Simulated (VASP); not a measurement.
Here is a VASP 6.6.1 calculation.

The input INCAR:

```
SYSTEM = PbS
PREC = Accurate
ENCUT = 600
EDIFF = 1E-6
ISMEAR = 0
SIGMA = 0.1
LREAL = .FALSE.
LASPH = .TRUE.
NELM = 100
ALGO = Normal
ISIF = 3
LWAVE = .FALSE.
LCHARG = .FALSE.
GGA = PE
IBRION = 2
NSW = 60
EDIFFG = -0.04
```

File KPOINTS:

```
Automatic mesh
0
G
  4 4 2
  0 0 0
```

POSCAR

```
PbS
1.0
    2.9405000000     -2.9000000000      0.0000000000
    2.9405000000      2.9000000000      0.0000000000
   -1.0800500000      0.0000000000     11.7092900000
Pb S
2 2
Direct
    0.7756000000      0.7756000000      0.6363800000
    0.2244000000      0.2244000000      0.3636200000
    0.2684000000      0.2684000000      0.5986000000
    0.7316000000      0.7316000000      0.4014000000
```

Potentials or basis: VASP PAW PBE potentials, release 64 (Pb_d, S).

Launch:

```console
$ cat potpaw_PBE.64/Pb_d/POTCAR potpaw_PBE.64/S/POTCAR > POTCAR
$ mpirun -np 1 vasp_std > vasp.out
```

Q: Estimate the relaxed volume.

A: 51.25 Å³/atom.

Q: Estimate the space group after relaxing (to 0.05 Å).

A: C2/m (No. 12).

Q: Estimate the relaxed cell.

A: a = 4.244 Å, b = 4.244 Å, c = 11.438 Å, α = 94.00°, β = 94.00°, γ = 89.99°.

Q: What does it give for the band gap on the k mesh?

A: 2.11 eV, indirect (least direct gap 2.12 eV).

Step by step:
```
step  energy change (eV)  largest force (eV/Å)  pressure (GPa)  volume (Å³)
   1              0.0000                0.4078            0.19       199.70
   2             -0.0513                0.1968            0.07       201.32
   3             -0.0533                0.2566            0.08       201.68
   4             -0.0616                0.2223           -0.02       202.63
   5             -0.0797                0.1884           -0.30       205.48
   6             -0.0831                0.2581           -0.87       211.25
   7             -0.0871                0.2310           -0.62       208.70
   8             -0.0915                0.1965           -0.54       208.23
   9             -0.1012                0.0932           -0.30       206.83
  10             -0.1042                0.1170            0.20       204.05
  11             -0.1056                0.0548            0.02       205.03
  12             -0.1060                0.0349            0.02       205.02
  13             -0.1063                0.0046            0.00       204.98
```

Caveat: spin-orbit coupling is left out, which as a rule narrows the gap of such compounds by several tenths of an eV. Zero-point motion and thermal expansion aren't in these numbers.
